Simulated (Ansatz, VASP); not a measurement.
One calculation of Zn, two programs

```
Zn
1.0
    -1.54550    1.54550    1.54550
     1.54550   -1.54550    1.54550
     1.54550    1.54550   -1.54550
Zn
1
Direct
  0.00000 0.00000 0.00000
```

Alike in both runs: task single point; functional LDA; k mesh 16 × 16 × 16; occupations fermi-dirac, width 0.1 eV; no spin polarisation.

|  | VASP | Ansatz |
| --- | --- | --- |
| version | VASP 6.6.1 | Ansatz 0.2.0 |
| potentials or method | VASP PAW LDA potentials, release 64 (Zn) | plane waves (420 eV) with PAW, scalar-relativistic |
| plane-wave cutoff (eV) | 520 | 420 |
| valence electrons in the cell | 12 | 12 |

```csv
,VASP,Ansatz,Ansatz less VASP
pressure (GPa),-5.2,-5.7,-0.46
```

Ansatz warned: «pseudo_functional_mismatch».
